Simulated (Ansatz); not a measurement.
# NaCl: stress in a strained cell

NaCl is deformed so: equal xx and yy strain of +1 %. What stress and forces result, by LAPW, PAW and all-electron datasets made for the crystal?

Method: DFT PBE, scalar-relativistic, in Ansatz 0.2.0.

## Step 1: The starting structure

It takes space group Pm-3m (No. 221, cubic). Conventional cell: a = 2.860 Å, b = 2.860 Å, c = 2.860 Å, α = 90.00°, β = 90.00°, γ = 90.00°. Na (site symmetry m-3m) has 8 Cl at 2.48 Å as nearest neighbours. Cl (site symmetry m-3m) has 8 Na at 2.48 Å as nearest neighbours.

As a file:

```xyz
2
Lattice="2.8600 0.0000 0.0000 0.0000 2.8600 0.0000 0.0000 0.0000 2.8600" Properties=species:S:1:pos:R:3 pbc="T T T"
Na    0.0000    0.0000    0.0000
Cl    1.4300    1.4300    1.4300
```

Atoms are numbered in the order of the input: Na1, Cl2.

## Step 2: The deformed structure

Space group Pm-3m before, P4/mmm after.

## Step 3: LAPW, all electrons

Input file input.yaml:

```yaml
crystal:
  lattice:
    - [2.8886, 0.0, 0.0]
    - [0.0, 2.8886, 0.0]
    - [0.0, 0.0, 2.86]
  atoms:
    - { symbol: Na, position: [0.0, 0.0, 0.0] }
    - { symbol: Cl, position: [0.5, 0.5, 0.5] }
kpoints:
  mp_grid: { grid: [8, 8, 8] }
  band_path:
    path:
      - [0.0, 0.0, 0.0]
      - [0.0, 0.5, 0.0]
      - [0.5, 0.5, 0.0]
      - [0.0, 0.0, 0.0]
      - [0.0, 0.0, 0.5]
      - [0.0, 0.5, 0.5]
      - [0.5, 0.5, 0.5]
      - [0.0, 0.0, 0.5]
      - [0.0, 0.5, 0.0]
    npoints: 5
scf:
  occupations: { method: fermi_dirac, width: 0.02 }
hamiltonian:
  xc: pbe
  pseudopotentials: { kind: all_electron, lapw: { basis_error: 0.00025 } }
output:
  forces: true
  stress: true
  eigenvalues: true
```

The run is started by

```sh
$ ansatz run input.yaml --threads 1 --pin off --max-ram 3072MiB --backend cpu --events-out ev --progress --plain --runs-dir out
```

## Step 4: PAW with frozen cores

Input file input.yaml:

```yaml
crystal:
  lattice:
    - [2.8886, 0.0, 0.0]
    - [0.0, 2.8886, 0.0]
    - [0.0, 0.0, 2.86]
  atoms:
    - { symbol: Na, position: [0.0, 0.0, 0.0] }
    - { symbol: Cl, position: [0.5, 0.5, 0.5] }
kpoints:
  mp_grid: { grid: [8, 8, 8] }
scf:
  occupations: { method: fermi_dirac, width: 0.02 }
hamiltonian:
  xc: pbe
  pseudopotentials: { kind: paw }
output:
  forces: true
  stress: true
  eigenvalues: true
  efg: { contact_densities: true }
  write_density: true
  write_potential: true
  elf: true
  volumetric_format: npy
```

## Step 5: All-electron PAW on datasets made for the crystal

input.yaml, as its differences from that of step 4:

```diff
@@ -14,3 +14,3 @@
   xc: pbe
-  pseudopotentials: { kind: paw }
+  pseudopotentials: { kind: all_electron, datasets: crystal }
 output:
@@ -20,5 +20 @@
   efg: { contact_densities: true }
-  write_density: true
-  write_potential: true
-  elf: true
-  volumetric_format: npy
```

(Steps that only read results are left out.)

**Question.** What will these runs give? Wanted: pressure; largest shear or deviatoric stress.

As calculated:

| quantity | value |
| --- | --- |
| pressure | LAPW 60.03, PAW 60.01, crystal datasets 60.03 GPa |
| largest shear or deviatoric stress (LAPW) | 1.67 GPa |

In words: The largest part of the stress beyond the pressure is 1.67 GPa in size, in the zz component; the atoms are carried along and not relaxed. No run of the undeformed cell stands beside it, so the pressure holds what the given cell had before the change. PAW: stress within 0.02 GPa of LAPW. Crystal datasets: stress within 0.01 GPa of LAPW.
